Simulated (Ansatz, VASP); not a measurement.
Two plane-wave programs on CdS (Greenockite)

```
CELL_PARAMETERS angstrom
4.15000 0.00000 0.00000
-2.07500 3.59401 0.00000
0.00000 0.00000 6.73700
ATOMIC_POSITIONS crystal
Cd 0.66667 0.33333 0.50000
Cd 0.33333 0.66667 0.00000
S 0.66667 0.33333 0.87500
S 0.33333 0.66667 0.37500
```

Alike in both runs: task single point; functional PBE; k mesh 7 × 7 × 4; occupations gaussian, width 0.026 eV; no spin polarisation.

```csv
,VASP,Ansatz
version,VASP 6.6.1,Ansatz 0.2.0
potentials or method,"VASP PAW PBE potentials, release 64 (Cd, S)",Ansatz PAW
plane-wave cutoff (eV),520,420
valence electrons in the cell,36,52
```

Ansatz gave:

| Item | Value |
| --- | --- |
| gap on the k mesh at the Fermi level (eV) | 1.20 |
| least direct gap on the mesh (eV) | 1.20 |
| pressure (GPa) | 2.1 |
| largest component of the traceless stress (GPa) | 0.42 |
| rms of the force components (eV/Å) | 0.039 |

Question: Which values does VASP return?

Answer: gap on the k mesh at the Fermi level (eV): 1.20; least direct gap on the mesh (eV): 1.20; pressure (GPa): 2.4; largest component of the traceless stress (GPa): 0.44; rms of the force components (eV/Å): 0.040.

Atom by atom the forces differ by 0.001 eV/Å (rms over components). The two sets of potentials don't hold the same shells in valence.

Caveats: odd divisions of the mesh miss points on the zone boundary, where band edges often lie, so the gap on the mesh can be too wide (Ansatz). As with any semilocal functional, this PBE gap is likely too small.
